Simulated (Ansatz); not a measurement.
Crystal: CsPbCl3.

```
Pb Cs Cl
1.0
     5.60500    0.00000    0.00000
     0.00000    5.60500    0.00000
     0.00000    0.00000    5.60500
Pb Cs Cl
1 1 3
Cartesian
  2.8025 2.8025 2.8025
  0.0000 0.0000 0.0000
  2.8025 0.0000 2.8025
  0.0000 2.8025 2.8025
  2.8025 2.8025 0.0000
```

Base run:

* Program: Ansatz 0.2.0
* Functional: PBEsol
* Potentials or basis: Ansatz PAW
* Cutoff: 420 eV
* Density cutoff: 1680 eV
* k mesh: 4 × 4 × 4
* Occupations: fermi-dirac, width 0.05 eV
* Spin: spin-orbit coupling, no magnetisation

Its results: band gap on the k mesh 0.58 eV, direct; pressure 0.2 GPa.

Problem. The run is repeated on the same cell with these changes: functional from PBEsol to LDA. What comes out?

Solution. Band gap on the k mesh 0.51 eV, direct; pressure -1.2 GPa.

LDA binds more tightly than PBEsol, so the same cell stands under less pressure.

Caveats: the PAW data sets come from PBE, with cores solved anew for the run's functional, which leaves a small shift of forces and pressure.

Not every run made on this cell is shown here.
